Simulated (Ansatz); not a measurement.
Wires are cut from relaxed bulk InSb (F-43m, 36.51 Å³/atom, gap on the mesh 0.00 eV); atoms and period are relaxed, and energies count from that bulk. Caps count from half an H2 molecule.

The calculation used Ansatz 0.2.0, DFT PBE, scalar-relativistic, plane waves, PAW.

Cutoff 420 eV, Gaussian smearing of 0.05 eV, energies at zero smearing, symmetry of each start kept, no spin polarisation.

| start | atoms | k mesh | excess energy (eV per host atom) | line energy (eV/Å) | period (Å) | gap on the mesh (eV) |
| --- | --- | --- | --- | --- | --- | --- |
| [110] wire, 12 host atoms a period with H caps | 22 | 1×1×12 | 0.474 | 1.185 | 4.802 | 0.39 |
| [110] wire, 14 host atoms a period with H caps | 26 | 1×1×12 | 0.456 | 1.338 | 4.771 | 0.98 |

Spin-orbit coupling is left out, which matters for the bands of heavy elements.

Each run keeps its start's symmetry and one magnetic start, so lower states can exist.

Cost: 2 runs of about 110 core-minutes in all, on Arm Neoverse V1 (shared hosts).